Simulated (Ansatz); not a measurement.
GaN under changes of volume

One of the cells (11.564 Å³/atom); the others are scaled copies at fixed shape and fractional positions:

```
CELL_PARAMETERS angstrom
3.21154 0.00000 0.00000
-1.60577 2.78127 0.00000
0.00000 0.00000 10.35684
ATOMIC_POSITIONS crystal
Ga 0.00000 0.00000 0.78587
Ga 0.66667 0.33333 0.03735
Ga 0.33333 0.66667 0.53735
Ga 0.00000 0.00000 0.28587
N 0.00000 0.00000 0.09304
N 0.66667 0.33333 0.34375
N 0.00000 0.00000 0.59304
N 0.33333 0.66667 0.84374
```

The cell is a database's computed one.

| Property | Result |
| --- | --- |
| Program | Ansatz 0.2.0 |
| Functional | r2SCAN |
| Potentials or basis | Ansatz PAW |
| Cutoff | 500 eV (not typed: the program's choice for these potentials) |
| k mesh | 10 × 10 × 3 |
| Occupations | fermi-dirac, width 0.05 eV |
| Spin | no spin polarisation |

```csv
volume (Å³/atom),energy over the lowest point (meV/atom),pressure (GPa),gap on the mesh (eV),largest force (eV/Å)
10.870,4.62,5.4,1.70,0.641
11.101,0.00,1.0,1.53,0.484
11.332,1.37,-2.9,1.37,0.339
11.564,8.10,-6.4,1.21,0.245
11.795,?,?,?,?
12.026,35.39,-12.3,0.92,0.278
12.257,55.00,-14.8,0.78,0.384
```

What does the run at 11.795 Å³/atom give?

Energy over the lowest point 19.61 meV/atom; pressure -9.5 GPa; gap on the mesh 1.06 eV; largest force 0.262 eV/Å.

Worked out: A Birch-Murnaghan fit of order 3 (a polynomial in V^(-2/3)) to the other rows has its minimum at 11.16 Å³/atom with B0 = V·E''(V) = 194 GPa and B' = 4.4 at fixed shape and positions, which overstates the stiffness. It gives 19.61 meV/atom at 11.795 Å³/atom, against the run's 19.61, and -dE/dV = -9.5 GPa, against -9.5. A straight line through the other rows of the gap, of slope -7.64 eV per unit of ln V (its deformation potential), gives 1.07 eV, against the run's 1.06.

Energies are extrapolated to zero smearing.

Caveats: odd divisions of the mesh miss points on the zone boundary, where band edges often lie, so the gap on the mesh can be too wide; the PAW data sets come from PBE, with cores solved anew for the run's functional, which leaves a small shift of forces and pressure.

Spin-orbit coupling on Ga is left out.
